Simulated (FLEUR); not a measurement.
BN under changes of volume

One of the cells (5.959 Å³/atom); the others are scaled copies at fixed shape and fractional positions:

```
N B
1.0
     0.00000    1.81300    1.81300
     1.81300    0.00000    1.81300
     1.81300    1.81300    0.00000
N B
1 1
Direct
  0.25000 0.25000 0.25000
  0.00000 0.00000 0.00000
```

The cell is a database's computed one.

```yaml
Program: FLEUR MaX-R8.1 (later development tree)
Functional: SCAN
Potentials_or_basis: all-electron
Basis: FLAPW
Kmax: 5.41 1/bohr
k_mesh: 13 × 13 × 13
Occupations: fermi-dirac, width 0.05 eV
Spin: no spin polarisation
```

```tsv
volume (Å³/atom)	energy over the lowest point (meV/atom)	gap on the mesh (eV)
5.602	12.64	5.12
5.721	?	?
5.959	0.00	5.04
6.198	20.31	4.99
6.317	37.36	4.96
```

**Question.** What does the run at 5.721 Å³/atom give?

**Answer.** Energy over the lowest point 1.97 meV/atom; gap on the mesh 5.10 eV.

Worked out: A Birch-Murnaghan fit of order 2 (a polynomial in V^(-2/3)) to the other rows has its minimum at 5.86 Å³/atom with B0 = V·E''(V) = 397 GPa. It gives 1.91 meV/atom at 5.721 Å³/atom, against the run's 1.97. A straight line through the other rows of the gap, of slope -1.32 eV per unit of ln V, gives 5.09 eV, against the run's 5.10.

Energies are extrapolated to zero smearing.

Caveats: the meta-GGA is that of a development version, with a GGA for the radial functions and cores and without core tails; an odd mesh through Γ misses points on the zone boundary, where band edges often lie.
